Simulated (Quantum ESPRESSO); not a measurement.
# FePt (Tetraferroplatinum) (P4/mmm) in Quantum ESPRESSO: a series of runs, part 2 of 2

Quantum ESPRESSO 7.5. Earlier steps stand in the parts before.

## (5) Single point, PBEsol, collinear spin, ferromagnetic start

Contents of pw.in:

```
&CONTROL
  calculation = 'scf'
  prefix = 'pwscf'
  outdir = './tmp'
  pseudo_dir = './pseudo'
  tprnfor = .true.
  tstress = .true.
  disk_io = 'nowf'
/
&SYSTEM
  ibrav = 0
  nat = 2
  ntyp = 2
  ecutwfc = 56
  ecutrho = 448
  nbnd = 27
  occupations = 'smearing'
  smearing = 'fd'
  degauss = 0.00367493
  nspin = 2
  starting_magnetization(1) = 0
  starting_magnetization(2) = 0.1875
/
&ELECTRONS
  conv_thr = 4d-10
  electron_maxstep = 120
  mixing_beta = 0.3
/
ATOMIC_SPECIES
Pt   195.0840 pt_pbesol_v1.4.uspp.F.UPF
Fe    55.8450 fe_pbesol_v1.5.uspp.F.UPF
CELL_PARAMETERS bohr
   5.1466691004    0.0000000000    0.0000000000
   0.0000000000    5.1466691004    0.0000000000
   0.0000000000    0.0000000000    7.0297811836
ATOMIC_POSITIONS bohr
Pt     2.5733345502    2.5733345502    3.5148905918
Fe     0.0000000000    0.0000000000    0.0000000000
K_POINTS automatic
8 8 6 0 0 0
```

Potentials or basis: GBRV 1.5 PBEsol.

The run is started by

```console
$ OMP_NUM_THREADS=1 mpirun -n 2 pw.x -nk 2 -in pw.in > pw.out
```

pw.out:

```text
This program is part of the open-source Quantum ESPRESSO suite
     for quantum simulation of materials; please cite
[... 13 lines left out ...]
     --------------------
     sticks:   dense  smooth     PW     G-vecs:    dense   smooth      PW
     Sum         949     481    145                29907    10593    1891

     Using Slab Decomposition

     bravais-lattice index     =            0
     lattice parameter (alat)  =       5.1467  a.u.
     unit-cell volume          =     186.2063 (a.u.)^3
     number of atoms/cell      =            2
     number of atomic types    =            2
     number of electrons       =        32.00
     number of Kohn-Sham states=           27
     kinetic-energy cutoff     =      56.0000  Ry
     charge density cutoff     =     448.0000  Ry
     scf convergence threshold =      4.0E-10
     mixing beta               =       0.3000
     number of iterations used =            8  plain     mixing
     Exchange-correlation= SLA  PW   PSX  PSC
                           (   1   4  10   8   0   0   0)

     celldm(1)=   5.146669  celldm(2)=   0.000000  celldm(3)=   0.000000
     celldm(4)=   0.000000  celldm(5)=   0.000000  celldm(6)=   0.000000

     crystal axes: (cart. coord. in units of alat)
               a(1) = (   1.000000   0.000000   0.000000 )
               a(2) = (   0.000000   1.000000   0.000000 )
               a(3) = (   0.000000   0.000000   1.365889 )

     reciprocal axes: (cart. coord. in units 2 pi/alat)
               b(1) = (  1.000000  0.000000  0.000000 )
               b(2) = (  0.000000  1.000000  0.000000 )
               b(3) = (  0.000000  0.000000  0.732124 )

     PseudoPot. # 1 for Pt read from file:
     pt_pbesol_v1.4.uspp.F.UPF
     Pseudo is Ultrasoft + core correction, Zval = 16.0
     Generated by new atomic code, or converted to UPF format
     Using radial grid of  985 points,  6 beta functions with:
                l(1) =   0
                l(2) =   0
                l(3) =   1
                l(4) =   1
                l(5) =   2
                l(6) =   2
     Q(r) pseudized with  8 coefficients,  rinner =    1.300   1.300   1.300
                                                       1.300   1.300

     PseudoPot. # 2 for Fe read from file:
     fe_pbesol_v1.5.uspp.F.UPF
     Pseudo is Ultrasoft + core correction, Zval = 16.0
     Generated by new atomic code, or converted to UPF format
     Using radial grid of  861 points,  6 beta functions with:
                l(1) =   0
                l(2) =   0
                l(3) =   1
                l(4) =   1
                l(5) =   2
                l(6) =   2
     Q(r) pseudized with  8 coefficients,  rinner =    1.000   1.000   1.000
                                                       1.000   1.000

     atomic species   valence    mass     pseudopotential
     Pt               16.00   195.08400     Pt( 1.00)
     Fe               16.00    55.84500     Fe( 1.00)

     Starting magnetic structure
     atomic species   magnetization
     Pt              0.000
     Fe              0.188

     16 Sym. Ops., with inversion, found

   Cartesian axes

     site n.     atom                  positions (alat units)
         1        Pt     tau(   1) = (   0.5000000   0.5000000   0.6829447  )
         2        Fe     tau(   2) = (   0.0000000   0.0000000   0.0000000  )

     number of k points=    60  Fermi-Dirac smearing, width (Ry)=  0.0037
                       cart. coord. in units 2pi/alat
        k(    1) = (   0.0000000   0.0000000   0.0000000), wk =   0.0026042
        k(    2) = (   0.0000000   0.0000000   0.1220206), wk =   0.0052083
        k(    3) = (   0.0000000   0.0000000   0.2440412), wk =   0.0052083
        k(    4) = (   0.0000000   0.0000000  -0.3660618), wk =   0.0026042
        k(    5) = (   0.0000000   0.1250000   0.0000000), wk =   0.0104167
        k(    6) = (   0.0000000   0.1250000   0.1220206), wk =   0.0208333
[... 52 lines left out ...]
        k(   59) = (  -0.5000000  -0.5000000   0.2440412), wk =   0.0052083
        k(   60) = (  -0.5000000  -0.5000000  -0.3660618), wk =   0.0026042

     Dense  grid:    29907 G-vectors     FFT dimensions: (  36,  36,  48)

     Smooth grid:    10593 G-vectors     FFT dimensions: (  25,  25,  36)

     Check: negative core charge=   -0.000018
     Generating pointlists ...
     new r_m :   0.4055 (alat units)  2.0870 (a.u.) for type    1
     new r_m :   0.4055 (alat units)  2.0870 (a.u.) for type    2

     Initial potential from superposition of free atoms

     starting charge      30.5000, renormalised to      32.0000

     negative rho (up, down):  9.527E-02 9.534E-02
     Starting wfcs are   25 randomized atomic wfcs +    2 random wfcs

     Self-consistent Calculation

     iteration #  1     ecut=    56.00 Ry     beta= 0.30
     Davidson diagonalization with overlap
     ethr =  1.00E-02,  avg # of iterations =  4.5

     negative rho (up, down):  8.840E-02 8.840E-02

     total energy              =    -458.36952644 Ry
     estimated scf accuracy    <       8.02009477 Ry

     total magnetization       =     0.86 Bohr mag/cell
     absolute magnetization    =     1.03 Bohr mag/cell
[... 145 lines left out ...]
     iteration # 14     ecut=    56.00 Ry     beta= 0.30
     Davidson diagonalization with overlap
     ethr =  4.71E-12,  avg # of iterations =  2.2

     negative rho (up, down):  8.864E-02 8.474E-02

     Magnetic moment per site  (integrated on atomic sphere of radius R)
     atom   1 (R=0.406)  charge= 13.7944  magn=  0.4111
     atom   2 (R=0.406)  charge= 14.7142  magn=  3.0070

     End of self-consistent calculation

     Number of k-points >= 100: set verbosity='high' to print the bands.

     the Fermi energy is    19.7562 ev

!    total energy              =    -460.78493948 Ry
     estimated scf accuracy    <          2.4E-10 Ry
     smearing contrib. (-TS)   =      -0.00068899 Ry
     internal energy E=F+TS    =    -460.78425049 Ry

     The total energy is F=E-TS. E is the sum of the following terms:
     one-electron contribution =    -144.08138182 Ry
     hartree contribution      =      95.19722554 Ry
     xc contribution           =     -85.62668299 Ry
     ewald contribution        =    -326.27341122 Ry

     total magnetization       =     3.37 Bohr mag/cell
     absolute magnetization    =     3.52 Bohr mag/cell

     convergence has been achieved in  14 iterations

     negative rho (up, down):  8.864E-02 8.474E-02

     Forces acting on atoms (cartesian axes, Ry/au):

     atom    1 type  1   force =     0.00000000    0.00000000    0.00000000
     atom    2 type  2   force =     0.00000000    0.00000000    0.00000000

     Total force =     0.000000     Total SCF correction =     0.000000

     Computing stress (Cartesian axis) and pressure

     negative rho (up, down):  8.864E-02 8.474E-02
          total   stress  (Ry/bohr**3)                   (kbar)     P=      -57.70
  -0.00041924   0.00000000   0.00000000          -61.67        0.00        0.00
   0.00000000  -0.00041924   0.00000000            0.00      -61.67        0.00
   0.00000000   0.00000000  -0.00033824            0.00        0.00      -49.76

=------------------------------------------------------------------------------=
   JOB DONE.
=------------------------------------------------------------------------------=
```

Wall time 21 s (2 MPI ranks of Intel Xeon 6975P-C (Granite Rapids), shared host); peak memory 0.28 GiB.

What came out:

```yaml
Free_energy: -6269.2985 eV
Pressure: -5.8 GPa
Band_gap_on_the_k_mesh: none (metal or under the smearing width)
Net_moment: 3.37 μB per cell
Absolute_moment: 3.52 μB per cell
Site_moments: Pt +0.41; Fe +3.01 μB
Valence_electrons_inside_the_program's_atomic_spheres: Pt 13.79; Fe 14.71
```

Stress tensor (GPa, compression positive):
```
-6.17  0.00  0.00
 0.00 -6.17  0.00
 0.00  0.00 -4.98
```

The run has no spin-orbit coupling, so splittings on Pt are missing.

## (6) Single point, PBEsol, collinear spin, random start

pw.in, as its differences from that of step 5:

```diff
@@ -21,3 +21,3 @@
   starting_magnetization(1) = 0
-  starting_magnetization(2) = 0.1875
+  starting_magnetization(2) = -0.115
 /
```

Potentials or basis: GBRV 1.5 PBEsol.

The run is started by

```console
$ OMP_NUM_THREADS=1 mpirun -n 2 pw.x -nk 2 -in pw.in > pw.out
```

pw.out:

```text
This program is part of the open-source Quantum ESPRESSO suite
     for quantum simulation of materials; please cite
[... 13 lines left out ...]
     --------------------
     sticks:   dense  smooth     PW     G-vecs:    dense   smooth      PW
     Sum         949     481    145                29907    10593    1891

     Using Slab Decomposition

     bravais-lattice index     =            0
     lattice parameter (alat)  =       5.1467  a.u.
     unit-cell volume          =     186.2063 (a.u.)^3
     number of atoms/cell      =            2
     number of atomic types    =            2
     number of electrons       =        32.00
     number of Kohn-Sham states=           27
     kinetic-energy cutoff     =      56.0000  Ry
     charge density cutoff     =     448.0000  Ry
     scf convergence threshold =      4.0E-10
     mixing beta               =       0.3000
     number of iterations used =            8  plain     mixing
     Exchange-correlation= SLA  PW   PSX  PSC
                           (   1   4  10   8   0   0   0)

     celldm(1)=   5.146669  celldm(2)=   0.000000  celldm(3)=   0.000000
     celldm(4)=   0.000000  celldm(5)=   0.000000  celldm(6)=   0.000000

     crystal axes: (cart. coord. in units of alat)
               a(1) = (   1.000000   0.000000   0.000000 )
               a(2) = (   0.000000   1.000000   0.000000 )
               a(3) = (   0.000000   0.000000   1.365889 )

     reciprocal axes: (cart. coord. in units 2 pi/alat)
               b(1) = (  1.000000  0.000000  0.000000 )
               b(2) = (  0.000000  1.000000  0.000000 )
               b(3) = (  0.000000  0.000000  0.732124 )

     PseudoPot. # 1 for Pt read from file:
     pt_pbesol_v1.4.uspp.F.UPF
     Pseudo is Ultrasoft + core correction, Zval = 16.0
     Generated by new atomic code, or converted to UPF format
     Using radial grid of  985 points,  6 beta functions with:
                l(1) =   0
                l(2) =   0
                l(3) =   1
                l(4) =   1
                l(5) =   2
                l(6) =   2
     Q(r) pseudized with  8 coefficients,  rinner =    1.300   1.300   1.300
                                                       1.300   1.300

     PseudoPot. # 2 for Fe read from file:
     fe_pbesol_v1.5.uspp.F.UPF
     Pseudo is Ultrasoft + core correction, Zval = 16.0
     Generated by new atomic code, or converted to UPF format
     Using radial grid of  861 points,  6 beta functions with:
                l(1) =   0
                l(2) =   0
                l(3) =   1
                l(4) =   1
                l(5) =   2
                l(6) =   2
     Q(r) pseudized with  8 coefficients,  rinner =    1.000   1.000   1.000
                                                       1.000   1.000

     atomic species   valence    mass     pseudopotential
     Pt               16.00   195.08400     Pt( 1.00)
     Fe               16.00    55.84500     Fe( 1.00)

     Starting magnetic structure
     atomic species   magnetization
     Pt              0.000
     Fe             -0.115

     16 Sym. Ops., with inversion, found

   Cartesian axes

     site n.     atom                  positions (alat units)
         1        Pt     tau(   1) = (   0.5000000   0.5000000   0.6829447  )
         2        Fe     tau(   2) = (   0.0000000   0.0000000   0.0000000  )

     number of k points=    60  Fermi-Dirac smearing, width (Ry)=  0.0037
                       cart. coord. in units 2pi/alat
        k(    1) = (   0.0000000   0.0000000   0.0000000), wk =   0.0026042
        k(    2) = (   0.0000000   0.0000000   0.1220206), wk =   0.0052083
        k(    3) = (   0.0000000   0.0000000   0.2440412), wk =   0.0052083
        k(    4) = (   0.0000000   0.0000000  -0.3660618), wk =   0.0026042
        k(    5) = (   0.0000000   0.1250000   0.0000000), wk =   0.0104167
        k(    6) = (   0.0000000   0.1250000   0.1220206), wk =   0.0208333
[... 52 lines left out ...]
        k(   59) = (  -0.5000000  -0.5000000   0.2440412), wk =   0.0052083
        k(   60) = (  -0.5000000  -0.5000000  -0.3660618), wk =   0.0026042

     Dense  grid:    29907 G-vectors     FFT dimensions: (  36,  36,  48)

     Smooth grid:    10593 G-vectors     FFT dimensions: (  25,  25,  36)

     Check: negative core charge=   -0.000018
     Generating pointlists ...
     new r_m :   0.4055 (alat units)  2.0870 (a.u.) for type    1
     new r_m :   0.4055 (alat units)  2.0870 (a.u.) for type    2

     Initial potential from superposition of free atoms

     starting charge      30.5000, renormalised to      32.0000

     negative rho (up, down):  9.533E-02 9.528E-02
     Starting wfcs are   25 randomized atomic wfcs +    2 random wfcs

     Self-consistent Calculation

     iteration #  1     ecut=    56.00 Ry     beta= 0.30
     Davidson diagonalization with overlap
     ethr =  1.00E-02,  avg # of iterations =  4.5

     negative rho (up, down):  8.832E-02 8.823E-02

     total energy              =    -457.96253165 Ry
     estimated scf accuracy    <       8.89058924 Ry

     total magnetization       =    -0.33 Bohr mag/cell
     absolute magnetization    =     0.58 Bohr mag/cell
[... 205 lines left out ...]
     iteration # 19     ecut=    56.00 Ry     beta= 0.30
     Davidson diagonalization with overlap
     ethr =  3.02E-12,  avg # of iterations =  2.5

     negative rho (up, down):  8.474E-02 8.864E-02

     Magnetic moment per site  (integrated on atomic sphere of radius R)
     atom   1 (R=0.406)  charge= 13.7944  magn= -0.4111
     atom   2 (R=0.406)  charge= 14.7142  magn= -3.0069

     End of self-consistent calculation

     Number of k-points >= 100: set verbosity='high' to print the bands.

     the Fermi energy is    19.7562 ev

!    total energy              =    -460.78493948 Ry
     estimated scf accuracy    <          3.3E-11 Ry
     smearing contrib. (-TS)   =      -0.00068897 Ry
     internal energy E=F+TS    =    -460.78425051 Ry

     The total energy is F=E-TS. E is the sum of the following terms:
     one-electron contribution =    -144.08142557 Ry
     hartree contribution      =      95.19727306 Ry
     xc contribution           =     -85.62668678 Ry
     ewald contribution        =    -326.27341122 Ry

     total magnetization       =    -3.37 Bohr mag/cell
     absolute magnetization    =     3.52 Bohr mag/cell

     convergence has been achieved in  19 iterations

     negative rho (up, down):  8.474E-02 8.864E-02

     Forces acting on atoms (cartesian axes, Ry/au):

     atom    1 type  1   force =     0.00000000    0.00000000    0.00000000
     atom    2 type  2   force =     0.00000000    0.00000000    0.00000000

     Total force =     0.000000     Total SCF correction =     0.000000

     Computing stress (Cartesian axis) and pressure

     negative rho (up, down):  8.474E-02 8.864E-02
          total   stress  (Ry/bohr**3)                   (kbar)     P=      -57.65
  -0.00041890   0.00000000   0.00000000          -61.62        0.00        0.00
   0.00000000  -0.00041890   0.00000000            0.00      -61.62        0.00
   0.00000000   0.00000000  -0.00033793            0.00        0.00      -49.71

=------------------------------------------------------------------------------=
   JOB DONE.
=------------------------------------------------------------------------------=
```

Run time: 26 s. Hardware: 2 MPI ranks of Intel Xeon 6975P-C (Granite Rapids), shared host; peak memory 0.28 GiB.

Results:

* Free energy: -6269.2985 eV
* Pressure: -5.8 GPa
* Band gap on the k mesh: none (metal or under the smearing width)
* Net moment: -3.37 μB per cell
* Absolute moment: 3.52 μB per cell
* Site moments: Pt -0.41; Fe -3.01 μB
* Valence electrons inside the program's atomic spheres: Pt 13.79; Fe 14.71

## (7) Single point, PBEsol, non-collinear spin, random start

pw.in, as its differences from that of step 6:

```diff
@@ -15,3 +15,3 @@
   ecutrho = 448
-  nbnd = 27
+  nbnd = 54
   occupations = 'smearing'
@@ -19,5 +19,7 @@
   degauss = 0.00367493
-  nspin = 2
+  noncolin = .true.
   starting_magnetization(1) = 0
-  starting_magnetization(2) = -0.115
+  starting_magnetization(2) = 0.115
+  angle1(2) = 116.39
+  angle2(2) = -112.13
 /
```

The run is started by

```console
$ OMP_NUM_THREADS=1 mpirun -n 2 pw.x -nk 2 -in pw.in > pw.out
```

Run time: 2.8 min. Hardware: 2 MPI ranks of Intel Xeon 6975P-C (Granite Rapids), shared host; peak memory 0.7 GiB.

The run converged. Its results:

```
Free energy            : -6269.2985 eV
Pressure               : -5.8 GPa
Band gap on the k mesh : none (metal or under the smearing width)
Net moment             : 3.37 μB per cell
Absolute moment        : 3.52 μB per cell
```

Stress tensor (GPa, compression positive):
```
-6.16  0.00  0.00
 0.00 -6.16  0.00
 0.00  0.00 -4.96
```

Levels at points of the mesh, in eV from the Fermi level:
| k point | band 29 | band 30 | band 31 | band 32 | band 33 | band 34 | band 35 | band 36 |
| --- | --- | --- | --- | --- | --- | --- | --- | --- |
| (0.00, 0.00, 0.00) | -0.67 | -0.45 | -0.37 | -0.37 | 0.66 | 1.75 | 1.85 | 1.85 |
| (0.00, 0.00, -0.50) | -1.85 | -1.84 | -1.84 | -1.30 | -0.76 | -0.48 | 0.24 | 0.60 |
| (0.00, -0.50, 0.00) | -1.58 | -1.30 | -1.07 | -0.82 | 0.10 | 0.56 | 0.87 | 2.06 |
| (0.00, -0.50, -0.50) | -0.54 | -0.47 | -0.47 | -0.38 | -0.38 | -0.34 | 1.02 | 1.67 |
| (-0.50, -0.50, 0.00) | 1.01 | 1.31 | 1.52 | 1.52 | 1.75 | 1.75 | 1.75 | 1.93 |
| (-0.50, -0.50, -0.50) | -1.27 | -1.13 | 0.62 | 0.85 | 1.02 | 1.94 | 6.84 | 6.84 |
| (-0.50, 0.00, 0.00) | -1.58 | -1.30 | -1.07 | -0.82 | 0.10 | 0.56 | 0.87 | 2.06 |
| (-0.50, 0.00, 0.50) | -0.54 | -0.47 | -0.47 | -0.38 | -0.38 | -0.34 | 1.02 | 1.67 |

Moments on the atoms (μB; x, y, z):
```
Pt  -0.14 -0.34 -0.18
Fe  -1.01 -2.50 -1.34
```

Caveat: non-collinear GGA energies in this program can be off by tens of meV an atom and hang on the start.

## (8) The runs side by side

| spin | mixing beta | gap on the mesh (eV) | pressure (GPa) | moment (μB) |
| --- | --- | --- | --- | --- |
| off | 0.5 | none | -22.9 | - |
| collinear, ferromagnetic start | 0.3 | none | -5.8 | 3.37 |
| collinear, random start | 0.3 | none | -5.8 | 3.37 |
| non-collinear, random start | 0.3 | none | -5.8 | 3.37 |

Alike in all rows: task single point; level PBEsol; potentials or basis GBRV 1.5 PBEsol; cell as given; k mesh 8 × 8 × 6; cutoff (eV) 762; smearing fermi-dirac 0.05 eV.

Every run on the cell as given and a fine mesh finds a metal.

Caveats: non-collinear GGA energies in this program can be off by tens of meV an atom and hang on the start (some runs).

Absolute energies hang on the potentials; compare differences alone.
